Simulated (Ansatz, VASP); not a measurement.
**BAs in VASP and in Ansatz**

The input INCAR:

```
PREC = Accurate
ENCUT = 520
EDIFF = 1E-8
ISMEAR = -1
SIGMA = 0.03
LREAL = F
LASPH = T
NELM = 60
ALGO = Normal
ISIF = 2
LWAVE = F
LCHARG = F
GGA = CA
LEFG = T
NBANDS = 11
```

KPOINTS

```
regular mesh
0
Gamma
  15 15 15
```

The input POSCAR:

```
BAs
1.0
    0.0000000000      2.3885000000      2.4601550000
    2.3885000000      0.0000000000      2.4601550000
    2.3885000000      2.3885000000      0.0000000000
B As
1 1
Direct
    0.0000000000      0.0000000000      0.0000000000
    0.7500000000      0.7500000000      0.7500000000
```

Input for Ansatz:

```yaml
crystal:
  lattice:
    - [0.0, 2.3885, 2.460155]
    - [2.3885, 0.0, 2.460155]
    - [2.3885, 2.3885, 0.0]
  atoms:
    - { symbol: B, position: [0.0, 0.0, 0.0] }
    - { symbol: As, position: [0.75, 0.75, 0.75] }
kpoints:
  mp_grid: { grid: [15, 15, 15] }
scf:
  occupations: { method: fermi_dirac, width: 0.03 }
hamiltonian:
  xc: lda
  pseudopotentials: { kind: paw }
output:
  forces: true
  stress: true
  eigenvalues: true
  efg: { contact_densities: true }
  write_density: true
  write_potential: true
  elf: true
  volumetric_format: npy
```

Change from the starting cell: zz strain of +3 %, PAW files.

Alike in both runs: task electric field gradients; functional LDA; k mesh 15 × 15 × 15; occupations fermi-dirac, width 0.03 eV; no spin polarisation.

|  | VASP | Ansatz |
| --- | --- | --- |
| version | VASP 6.6.1 | Ansatz 0.2.0 |
| potentials or method | VASP PAW LDA potentials, release 64 (B, As) | PAW with Ansatz's default frozen-core files, scalar-relativistic |
| plane-wave cutoff (eV) | 520 | 420 |
| valence electrons in the cell | 8 | 18 |

Ansatz gave:

- pressure (GPa): -7.6
- largest component of the traceless stress (GPa): 4.17
- Vzz of the field gradient on the site that differs most (V/Å²): 3.9

Task: Estimate VASP's values.

Result: Pressure (GPa): -6.8; largest component of the traceless stress (GPa): 4.15; Vzz of the field gradient on the site that differs most (V/Å²): 4.2.

The two sets of potentials don't hold the same shells in valence.

Caveats: an odd mesh through Γ misses points on the zone boundary, where band edges often lie.
